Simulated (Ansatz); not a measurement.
Runs of Ansatz 0.2.0 on Tc. The structure is hexagonal, space group P6_3/mmc (No. 194). Conventional cell: a = 2.740 Å, b = 2.740 Å, c = 4.398 Å, α = 90.00°, β = 90.00°, γ = 120.00°. Tc (site symmetry -6m2) is surrounded by 12 Tc at 2.71 to 2.74 Å. 

```csv
potentials or basis,spin,k mesh,cutoff (eV),basis error allowed,pressure (GPa)
all-electron PAW datasets made for the crystal,off,11 × 11 × 6,300,-,-6.6
"all-electron LAPW, inner shells corrected to Dirac's equation",off,11 × 11 × 6,261,0.001 eV/atom,(a)
"all-electron LAPW, non-relativistic",off,11 × 11 × 6,262,0.001 eV/atom,-1.3
"all-electron LAPW, relativistic spinors","SOC, no magnetisation",8 × 8 × 4,261,0.001 eV/atom,-7.1
"all-electron LAPW, scalar-relativistic",off,8 × 8 × 4,261,0.001 eV/atom,-7.3
"all-electron LAPW, scalar-relativistic",off,11 × 11 × 6,261,0.001 eV/atom,-6.6
```

Alike in all rows: task band structure; level PBEsol; cell as given; smearing fermi-dirac 0.05 eV.

Estimate the missing entries.

(a) -6.5.

Caveats: the k mesh is thin for a metal, which can move the energy by tens of meV per atom (some runs); relativity is left out, which matters for the heavier elements (some runs).

The runs don't all hold the same shells in valence.
